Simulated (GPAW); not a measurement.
# Ti (Fm-3m) in GPAW: further runs

The runs below take Ti through single point, with PBE.

Program: GPAW 26.7.0. These are calculated values, not measurements. Logs are shortened: lines on timing, memory, paths and dates and some standing lists are left out, and cuts for length are marked. The log counts tension as positive stress, the text compression.

## Step 1: Starting point

It takes space group Fm-3m (No. 225, cubic). The conventional cell has a = 4.060 Å, b = 4.060 Å, c = 4.060 Å, α = 90.00°, β = 90.00°, γ = 90.00°. Ti (site symmetry m-3m) is surrounded by 12 Ti at 2.87 Å.

This isn't the form of Ti at room conditions, which is hcp.

## Step 2: Single point, PBE

Contents of run.py:

```python
from ase.dft.bandgap import bandgap
from ase.io import read, write
from ase.units import GPa
from gpaw import GPAW, PW

atoms = read('Ti.cif')

calc = GPAW(mode=PW(500),
            xc='PBE',
            kpts={'size': (7, 7, 7), 'gamma': True},
            occupations={'name': 'fermi-dirac', 'width': 0.05},
            nbands=44,
            convergence={'density': 1e-05, 'energy': 1e-05},
            maxiter=100,
            txt='gpaw.txt')
atoms.calc = calc
energy = atoms.get_potential_energy()
forces = atoms.get_forces()
stress = atoms.get_stress()
calc.write('gs.gpw')
write('result.traj', atoms)
print(f'Energy: {energy:.6f} eV')
print('Forces (eV/A):')
print(forces.round(4))
print('Stress (GPa):', (stress / GPa).round(3))
print('Fermi level:', round(calc.get_fermi_level(), 4), 'eV')
print(f'Gap: {bandgap(calc)[0]:.4f} eV, direct: {bandgap(calc, direct=True)[0]:.4f} eV')
```

Contents of Ti.cif:

```cif
data_Ti
_cell_length_a 4.06000000
_cell_length_b 4.06000000
_cell_length_c 4.06000000
_cell_angle_alpha 90.00000000
_cell_angle_beta 90.00000000
_cell_angle_gamma 90.00000000
_space_group_name_H-M_alt 'Fm-3m'
_space_group_name_Hall '-F 4 2 3'
_space_group_IT_number 225
loop_
_space_group_symop_operation_xyz
'x,y,z'
'-x,-y,-z'
'-y,x,z'
'y,-x,-z'
'-x,-y,z'
'x,y,-z'
'y,-x,z'
'-y,x,-z'
'x,-y,-z'
'-x,y,z'
'-y,-x,-z'
'y,x,z'
'-x,y,-z'
'x,-y,z'
'y,x,-z'
'-y,-x,z'
'z,x,y'
'-z,-x,-y'
'z,-y,x'
'-z,y,-x'
'z,-x,-y'
'-z,x,y'
'z,y,-x'
'-z,-y,x'
'-z,x,-y'
'z,-x,y'
'-z,-y,-x'
'z,y,x'
'-z,-x,y'
'z,x,-y'
'-z,y,x'
'z,-y,-x'
'y,z,x'
'-y,-z,-x'
'x,z,-y'
'-x,-z,y'
'-y,z,-x'
'y,-z,x'
'-x,z,y'
'x,-z,-y'
'-y,-z,x'
'y,z,-x'
'-x,-z,-y'
'x,z,y'
'y,-z,-x'
'-y,z,x'
'x,-z,y'
'-x,z,-y'
'x,y+1/2,z+1/2'
'-x,-y+1/2,-z+1/2'
'-y,x+1/2,z+1/2'
[... 62 lines left out ...]
'-z+1/2,-x,-y+1/2'
'z+1/2,-y,x+1/2'
'-z+1/2,y,-x+1/2'
'z+1/2,-x,-y+1/2'
'-z+1/2,x,y+1/2'
'z+1/2,y,-x+1/2'
'-z+1/2,-y,x+1/2'
'-z+1/2,x,-y+1/2'
'z+1/2,-x,y+1/2'
'-z+1/2,-y,-x+1/2'
'z+1/2,y,x+1/2'
'-z+1/2,-x,y+1/2'
'z+1/2,x,-y+1/2'
'-z+1/2,y,x+1/2'
'z+1/2,-y,-x+1/2'
'y+1/2,z,x+1/2'
'-y+1/2,-z,-x+1/2'
'x+1/2,z,-y+1/2'
'-x+1/2,-z,y+1/2'
'-y+1/2,z,-x+1/2'
'y+1/2,-z,x+1/2'
'-x+1/2,z,y+1/2'
'x+1/2,-z,-y+1/2'
'-y+1/2,-z,x+1/2'
'y+1/2,z,-x+1/2'
'-x+1/2,-z,-y+1/2'
'x+1/2,z,y+1/2'
'y+1/2,-z,-x+1/2'
'-y+1/2,z,x+1/2'
'x+1/2,-z,y+1/2'
'-x+1/2,z,-y+1/2'
'x+1/2,y+1/2,z'
'-x+1/2,-y+1/2,-z'
'-y+1/2,x+1/2,z'
'y+1/2,-x+1/2,-z'
'-x+1/2,-y+1/2,z'
'x+1/2,y+1/2,-z'
'y+1/2,-x+1/2,z'
'-y+1/2,x+1/2,-z'
'x+1/2,-y+1/2,-z'
'-x+1/2,y+1/2,z'
'-y+1/2,-x+1/2,-z'
'y+1/2,x+1/2,z'
'-x+1/2,y+1/2,-z'
'x+1/2,-y+1/2,z'
'y+1/2,x+1/2,-z'
'-y+1/2,-x+1/2,z'
'z+1/2,x+1/2,y'
'-z+1/2,-x+1/2,-y'
'z+1/2,-y+1/2,x'
'-z+1/2,y+1/2,-x'
'z+1/2,-x+1/2,-y'
'-z+1/2,x+1/2,y'
'z+1/2,y+1/2,-x'
'-z+1/2,-y+1/2,x'
'-z+1/2,x+1/2,-y'
'z+1/2,-x+1/2,y'
'-z+1/2,-y+1/2,-x'
'z+1/2,y+1/2,x'
'-z+1/2,-x+1/2,y'
'z+1/2,x+1/2,-y'
'-z+1/2,y+1/2,x'
'z+1/2,-y+1/2,-x'
'y+1/2,z+1/2,x'
'-y+1/2,-z+1/2,-x'
'x+1/2,z+1/2,-y'
'-x+1/2,-z+1/2,y'
'-y+1/2,z+1/2,-x'
'y+1/2,-z+1/2,x'
'-x+1/2,z+1/2,y'
'x+1/2,-z+1/2,-y'
'-y+1/2,-z+1/2,x'
'y+1/2,z+1/2,-x'
'-x+1/2,-z+1/2,-y'
'x+1/2,z+1/2,y'
'y+1/2,-z+1/2,-x'
'-y+1/2,z+1/2,x'
'x+1/2,-z+1/2,y'
'-x+1/2,z+1/2,-y'
loop_
_atom_site_label
_atom_site_type_symbol
_atom_site_symmetry_multiplicity
_atom_site_Wyckoff_symbol
_atom_site_fract_x
_atom_site_fract_y
_atom_site_fract_z
_atom_site_occupancy
Ti1 Ti 4 a 0.0000000000 0.0000000000 0.0000000000 1
```

Potentials or basis: GPAW PAW data sets (gpaw-data 1.2.1), pw.

On the command line:

```
$ OMP_NUM_THREADS=1 python run.py
```

gpaw.txt:

```text
__  _  _
 | _ |_)|_||  |
 |__||  | ||/\| - 26.7.0

Input parameters:
  mode=PW(ecut=500.0),
  convergence={'density': 1e-05, 'energy': 1e-05},
  kpts=MonkhorstPack(size=(7, 7, 7), gamma=True),
  maxiter=100,
  nbands=44,
  occupations=Occupations(name='fermi-dirac', width=0.05),
  xc=XC(name='PBE')

Diagonalizing LCAO Hamiltonian
Converting LCAO to pw mode
   .---------.
  /|         |
 * |         |
 |Ti         |
 | |         |
 | .--Ti-----.
 |/    Ti   /
 Ti--------*

Atoms  # Å, Bohr magnetons
|   | symbol |        x |        y |        z |    initial magnetic moments |
|---|--------|----------|----------|----------|-----------------------------|
| 0 |     Ti | 0.000000 | 0.000000 | 0.000000 | ( 0.0000,  0.0000,  0.0000) |
| 1 |     Ti | 0.000000 | 2.030000 | 2.030000 | ( 0.0000,  0.0000,  0.0000) |
| 2 |     Ti | 2.030000 | 0.000000 | 2.030000 | ( 0.0000,  0.0000,  0.0000) |
| 3 |     Ti | 2.030000 | 2.030000 | 0.000000 | ( 0.0000,  0.0000,  0.0000) |

Unit cell  # Å
| periodic |        x |        y |        z |  lengths |    angles |
|----------|----------|----------|----------|----------|-----------|
|      yes | 4.060000 | 0.000000 | 0.000000 | 4.060000 | 90.000000 |
|      yes | 0.000000 | 4.060000 | 0.000000 | 4.060000 | 90.000000 |
|      yes | 0.000000 | 0.000000 | 4.060000 | 4.060000 | 90.000000 |

Number of symmetries: 48
Symmetry operations  # r_c * U_cc + t_c -> r_c
|    | kind |            matrix            |
|----|------|------------------------------|
|  0 |  E   |  1, 0, 0,  0, 1, 0,  0, 0, 1 |
|  1 |  σ   |  1, 0, 0,  0, 1, 0,  0, 0,-1 |
|  2 |  σ   |  1, 0, 0,  0, 0, 1,  0, 1, 0 |
|  3 |  C4  |  1, 0, 0,  0, 0, 1,  0,-1, 0 |
|  4 |  C4  |  1, 0, 0,  0, 0,-1,  0, 1, 0 |
|  5 |  σ   |  1, 0, 0,  0, 0,-1,  0,-1, 0 |
|  6 |  σ   |  1, 0, 0,  0,-1, 0,  0, 0, 1 |
|  7 |  C2  |  1, 0, 0,  0,-1, 0,  0, 0,-1 |
|  8 |  σ   |  0, 1, 0,  1, 0, 0,  0, 0, 1 |
|  9 |  C2  |  0, 1, 0,  1, 0, 0,  0, 0,-1 |
| 10 |  C3  |  0, 1, 0,  0, 0, 1,  1, 0, 0 |
| 11 |  S6  |  0, 1, 0,  0, 0, 1, -1, 0, 0 |
| 12 |  S6  |  0, 1, 0,  0, 0,-1,  1, 0, 0 |
| 13 |  C3  |  0, 1, 0,  0, 0,-1, -1, 0, 0 |
| 14 |  C4  |  0, 1, 0, -1, 0, 0,  0, 0, 1 |
| 15 |  S4  |  0, 1, 0, -1, 0, 0,  0, 0,-1 |
| 16 |  C3  |  0, 0, 1,  1, 0, 0,  0, 1, 0 |
| 17 |  S6  |  0, 0, 1,  1, 0, 0,  0,-1, 0 |
| 18 |  σ   |  0, 0, 1,  0, 1, 0,  1, 0, 0 |
| 19 |  C4  |  0, 0, 1,  0, 1, 0, -1, 0, 0 |
| 20 |  C2  |  0, 0, 1,  0,-1, 0,  1, 0, 0 |
| 21 |  S4  |  0, 0, 1,  0,-1, 0, -1, 0, 0 |
| 22 |  S6  |  0, 0, 1, -1, 0, 0,  0, 1, 0 |
| 23 |  C3  |  0, 0, 1, -1, 0, 0,  0,-1, 0 |
| 24 |  S6  |  0, 0,-1,  1, 0, 0,  0, 1, 0 |
| 25 |  C3  |  0, 0,-1,  1, 0, 0,  0,-1, 0 |
| 26 |  C4  |  0, 0,-1,  0, 1, 0,  1, 0, 0 |
| 27 |  σ   |  0, 0,-1,  0, 1, 0, -1, 0, 0 |
| 28 |  S4  |  0, 0,-1,  0,-1, 0,  1, 0, 0 |
| 29 |  C2  |  0, 0,-1,  0,-1, 0, -1, 0, 0 |
| 30 |  C3  |  0, 0,-1, -1, 0, 0,  0, 1, 0 |
| 31 |  S6  |  0, 0,-1, -1, 0, 0,  0,-1, 0 |
| 32 |  C4  |  0,-1, 0,  1, 0, 0,  0, 0, 1 |
| 33 |  S4  |  0,-1, 0,  1, 0, 0,  0, 0,-1 |
| 34 |  S6  |  0,-1, 0,  0, 0, 1,  1, 0, 0 |
| 35 |  C3  |  0,-1, 0,  0, 0, 1, -1, 0, 0 |
| 36 |  C3  |  0,-1, 0,  0, 0,-1,  1, 0, 0 |
| 37 |  S6  |  0,-1, 0,  0, 0,-1, -1, 0, 0 |
| 38 |  σ   |  0,-1, 0, -1, 0, 0,  0, 0, 1 |
| 39 |  C2  |  0,-1, 0, -1, 0, 0,  0, 0,-1 |
| 40 |  σ   | -1, 0, 0,  0, 1, 0,  0, 0, 1 |
| 41 |  C2  | -1, 0, 0,  0, 1, 0,  0, 0,-1 |
| 42 |  C2  | -1, 0, 0,  0, 0, 1,  0, 1, 0 |
| 43 |  S4  | -1, 0, 0,  0, 0, 1,  0,-1, 0 |
| 44 |  S4  | -1, 0, 0,  0, 0,-1,  0, 1, 0 |
| 45 |  C2  | -1, 0, 0,  0, 0,-1,  0,-1, 0 |
| 46 |  C2  | -1, 0, 0,  0,-1, 0,  0, 0, 1 |
| 47 |  i   | -1, 0, 0,  0,-1, 0,  0, 0,-1 |

BZ-sampling:
  Number of BZ points: 343
  Number of IBZ points: 20

  Monkhorst-Pack size: [7, 7, 7]
  Monkhorst-Pack shift: [0, 0, 0]

K-points  # in reciprocal-cell coordinates
|     |                                coordinates |     weight |
|-----|--------------------------------------------|------------|
|   0 | (  0.00000000,   0.00000000,   0.00000000) | 0.00291545 |
|   1 | (  0.14285714,   0.00000000,   0.00000000) | 0.01749271 |
|   2 | (  0.14285714,   0.14285714,   0.00000000) | 0.03498542 |
|   3 | (  0.14285714,   0.14285714,   0.14285714) | 0.02332362 |
|   4 | (  0.28571429,   0.00000000,   0.00000000) | 0.01749271 |
|   5 | (  0.28571429,   0.14285714,   0.00000000) | 0.06997085 |
|   6 | (  0.28571429,   0.14285714,   0.14285714) | 0.06997085 |
|   7 | (  0.28571429,   0.28571429,   0.00000000) | 0.03498542 |
|   8 | (  0.28571429,   0.28571429,   0.14285714) | 0.06997085 |
|   9 | (  0.28571429,   0.28571429,   0.28571429) | 0.02332362 |
| ... |                                            |            |
|  19 | (  0.42857143,   0.42857143,   0.42857143) | 0.02332362 |

Plane wave coefficients: 1743
Cutoff: 500.0 eV

Spin-components: 1 (collinear spins)
Bands:           44
Projectors:      24
Spin-degeneracy: 2
Datatype:        complex128

Parallelization:
  kpt:    1
  domain: 1
  band:   1

Density:
  Valence electrons: 48.0
  Components: 1
  Grid points: [21 21 21]
  Charge: 0.0  # |e|

Potential:
  Grid points: [21 21 21]

species:
  Ti:
    name:    Titanium
    Z:       22.0
    valence: 12
    core:    10
    charge:  0.0  # [|e|]
    compensation charges:
      type: gauss
      rc: 0.38  # [Å]
      lmax: 2
    cutoffs:
      filter: 2.23  # [Å]
      core: 1.02  # [Å]
    projectors
    | kind |    occ | energy [eV] | rcut [Å] |
    |------|--------|-------------|----------|
    |   3s |  2.000 |     -62.623 |    1.270 |
    |   4s |  2.000 |      -4.466 |    1.270 |
    |   3p |  6.000 |     -38.862 |    1.058 |
    |   4p |  0.000 |      -1.466 |    1.058 |
    |   3d |  2.000 |      -4.258 |    1.058 |
    |    d |        |      22.953 |    1.058 |

    Using partial waves for Ti as LCAO basis

Reference energy: -92896.057127  # eV

eigensolver:
  PPCG
  Converge bands: occupied
  niter=2

density mixing:
  MSR1-Mixer
  Pratt-step length: 0.05
  Maximum mixing coefficient: 0.75
  Old densities: 10
  SVD Regularization: 0.005
  Good broyden scale: 1.0
  Trust region scale: 1.0
  Backstep threshold: 4.0
  History deletion threshold: 6.0
  Fourier metric: weight=20.0, sigma=0.015

occupation numbers:
  Fermi-Dirac:
    width: 0.0500  # eV

poisson solver:
  ecut: 4000.0  # eV

xc functional:
  name: PBE with 2 nearest neighbor stencil

convergence criteria:
- Maximum integral of absolute [dens]ity change: 1e-05 electrons / valence electron
- Maximum [total energy] change in last 3 cyles: 1e-05 eV / valence electron
- Maximum integral of absolute [eigenst]ate change: 4e-08 eV^2 / valence electron
maximum number of iterations: 100

SCF iterations
|iter     | |      energy | eigst |  dens |
|---------|-|-------------|-------|-------|
|iter:   1| |  -27.151188 | -0.18 |       |
|iter:   2| |  -26.977423 | -2.30 | -1.26 |
|iter:   3| |  -26.417849 | -0.87 | -1.29 |
|iter:   4| |  -26.305579 | -2.10 | -1.74 |
|iter:   5| |  -26.362777 | -2.80 | -2.20 |
|iter:   6| |  -26.311584 | -3.08 | -1.85 |
|iter:   7| |  -26.311706 | -4.70 | -3.23 |
|iter:   8| |  -26.311740c| -5.83 | -3.73 |
|iter:   9| |  -26.311740c| -7.13 | -4.33 |
|iter:  10| |  -26.311740c| -7.95c| -5.24c|

Converged in 10 steps
Energy contributions relative to reference atoms: (reference = -92896.057127)

Energy contributions:
  Kinetic:          30.828965
  Coulomb:         -28.079891
  Zero:             -0.108290
  External:          0.000000
  Xc:              -28.921696
  Entropy:          -0.061657
  Spinorbit:         0.000000
  ----------------------------
  Free energy:     -26.342569
  Extrapolated:    -26.311740

dipole moment: (-25.829846, -25.829846, -25.829846)  # |e|*Ang

Fermi level: 8.826
Eigenvalues  # (at kpt = [0.000, 0.000, 0.000])
| band index |      eig [eV] | occ [0-2] |
|------------|---------------|-----------|
|          0 |       -47.781 |     2.000 |
|        ... |               |           |
|         15 |       -23.615 |     2.000 |
|         16 |         2.689 |     2.000 |
|         17 |         6.131 |     2.000 |
|         18 |         6.131 |     2.000 |
|         19 |         6.132 |     2.000 |
|         20 |         7.020 |     2.000 |
[... 8 lines left out ...]
|         29 |        11.827 |     0.000 |
|         30 |        11.827 |     0.000 |
|        ... |               |           |
|         43 |        20.963 |     0.000 |

No gap
No difference between direct/indirect transitions

Forces  # eV/Ang
|        x |       y |        z |
|----------|---------|----------|
|  0.00000 | 0.00000 |  0.00000 |  # Ti   0
| -0.00000 | 0.00000 | -0.00000 |  # Ti   1
| -0.00000 | 0.00000 |  0.00000 |  # Ti   2
|  0.00000 | 0.00000 |  0.00000 |  # Ti   3

Stress tensor  # eV/Ang^3
|         x |         y |         z |
|-----------|-----------|-----------|
| -0.028786 | -0.000000 |  0.000000 |
| -0.000000 | -0.028786 |  0.000000 |
|  0.000000 |  0.000000 | -0.028786 |

# Writing to gs.gpw (mode='')
```

It took 33 s on 1 thread of Arm Neoverse V1, shared host; peak memory 0.17 GiB.

What came out:

* Free energy: -26.3426 eV
* Pressure: 4.6 GPa
* Band gap on the k mesh: none (metal or under the smearing width)

Caveat: the cutoff is short for stress and forces, so pressures can be off by a GPa or more.

## Step 3: Single point, PBE

Changes to run.py since step 2:

```diff
@@ -1,3 +1,4 @@
+from ase import Atoms
 from ase.dft.bandgap import bandgap
-from ase.io import read, write
+from ase.io import write
 from ase.units import GPa
@@ -5,11 +6,16 @@
 
-atoms = read('Ti.cif')
+atoms = Atoms(['Ti'],
+              cell=[[0.0, 2.03, 2.03],
+                    [2.03, 0.0, 2.03],
+                    [2.03, 2.03, 0.0]],
+              scaled_positions=[[0.0, 0.0, 0.0]],
+              pbc=True)
 
-calc = GPAW(mode=PW(500),
+calc = GPAW(mode=PW(600),
             xc='PBE',
-            kpts={'size': (7, 7, 7), 'gamma': True},
+            kpts={'size': (8, 8, 8), 'gamma': True},
             occupations={'name': 'fermi-dirac', 'width': 0.05},
-            nbands=44,
+            nbands=14,
             convergence={'density': 1e-05, 'energy': 1e-05},
-            maxiter=100,
+            maxiter=50,
             txt='gpaw.txt')
```

Potentials or basis: GPAW PAW data sets (gpaw-data 1.2.1), pw.

On the command line:

```
$ OMP_NUM_THREADS=1 python run.py
```

It took 7.4 s on 1 thread of Arm Neoverse V1, shared host; peak memory 0.13 GiB.

Results (log left out):

```
Free energy            : -6.6043 eV
Pressure               : 3.9 GPa
Band gap on the k mesh : none (metal or under the smearing width)
```

Levels at points of the mesh, in eV from the Fermi level:
| k point | band 2 | band 3 | band 4 | band 5 | band 6 | band 7 | band 8 | band 9 | band 10 |
| --- | --- | --- | --- | --- | --- | --- | --- | --- | --- |
| (0.00, 0.00, 0.00) | -32.48 | -32.48 | -32.48 | -6.17 | 0.87 | 0.87 | 0.87 | 2.59 | 2.59 |
| (0.50, 0.50, 0.00) | -33.18 | -32.74 | -32.74 | -2.72 | -1.84 | 2.97 | 3.72 | 4.02 | 4.02 |
| (0.50, 0.50, 0.50) | -33.23 | -32.57 | -32.57 | -2.69 | 0.69 | 0.75 | 0.75 | 3.72 | 3.72 |

## Step 4: Single point, PBE

Changes to run.py since step 3:

```diff
@@ -1,4 +1,3 @@
-from ase import Atoms
 from ase.dft.bandgap import bandgap
-from ase.io import write
+from ase.io import read, write
 from ase.units import GPa
@@ -6,12 +5,7 @@
 
-atoms = Atoms(['Ti'],
-              cell=[[0.0, 2.03, 2.03],
-                    [2.03, 0.0, 2.03],
-                    [2.03, 2.03, 0.0]],
-              scaled_positions=[[0.0, 0.0, 0.0]],
-              pbc=True)
+atoms = read('POSCAR')
 
-calc = GPAW(mode=PW(600),
+calc = GPAW(mode=PW(300),
             xc='PBE',
-            kpts={'size': (8, 8, 8), 'gamma': True},
+            kpts={'size': (11, 11, 11), 'gamma': True},
             occupations={'name': 'fermi-dirac', 'width': 0.05},
```

Contents of POSCAR:

```
Ti
1.0
    0.0000000000      2.0300000000      2.0300000000
    2.0300000000      0.0000000000      2.0300000000
    2.0300000000      2.0300000000      0.0000000000
Ti
1
Direct
    0.0000000000      0.0000000000      0.0000000000
```

On the command line:

```
$ OMP_NUM_THREADS=1 python run.py
```

It took 5.7 s on 1 thread of Arm Neoverse V1, shared host; peak memory 0.12 GiB.

The run converged, but some of its settings lie outside the range that counts as converged, so its numbers aren't taken as properties of the crystal.

Results:

```yaml
Free_energy: -6.3399 eV
Pressure: -0.7 GPa
Band_gap_on_the_k_mesh: none (metal or under the smearing width)
```

Caveat: the cutoff is short for stress and forces, so pressures can be off by a GPa or more.
